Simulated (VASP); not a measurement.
SiGe in VASP 6.6.1, single-point calculation

INCAR

```
PREC = Accurate
NSW = 0
LREAL = .FALSE.
ISIF = 2
NELM = 93
EDIFF = 1E-7
LCHARG = .FALSE.
ENCUT = 520
GGA = ZZ
SIGMA = 0.02
LWAVE = .FALSE.
NBANDS = 26
IBRION = -1
ALGO = Normal
LASPH = .TRUE.
ISMEAR = -1
```

KPOINTS

```
KPOINTS created by Atomic Simulation Environment
0
Gamma
12 12 4
0 0 0
```

POSCAR

```
Ge Si
 1.0000000000000000
     4.0271462186219162    0.0000000000000000    0.0000000000000000
    -2.0135731093109581    3.4876109300810203    0.0000000000000000
     0.0000000000000000    0.0000000000000000    6.4478110315999997
 Ge  Si
   2   2
Cartesian
 -0.0000000000000001  2.3250739533873466 -0.0082735294406039
  2.0135731093109577  1.1625369766936733  3.2156319863593952
 -0.0000000000000001  2.3250739533873466  2.4262026662906031
  2.0135731093109577  1.1625369766936733  5.6501081820906025
```

The recommended PBE PAW datasets give the neutral cell 36 valence electrons.

Command

```
mpirun -np 1 vasp_std
```

Standard output (part)

```
POSCAR found type information on POSCAR GeSi
 POSCAR found :  2 types and       4 ions
|     EEEEEEE  RRRRRR   RRRRRR   OOOOOOO  RRRRRR      ###     ###     ###     |
|     E        R     R  R     R  O     O  R     R     ###     ###     ###     |
|     E        R     R  R     R  O     O  R     R     ###     ###     ###     |
|     EEEEE    RRRRRR   RRRRRR   O     O  RRRRRR       #       #       #      |
|     E        R    R   R    R   O     O  R    R      ###     ###     ###     |
|     EEEEEEE  R     R  R     R  OOOOOOO  R     R     ###     ###     ###     |
|     Error: One of the selected functionals does not exist.                  |
|       ---->  I REFUSE TO CONTINUE WITH THIS SICK JOB ... BYE!!! <----       |
```

VASP stopped before the first electronic step.

Q: Find the fault in these files.

A: Unknown functional word. VASP stopped before the first electronic step.
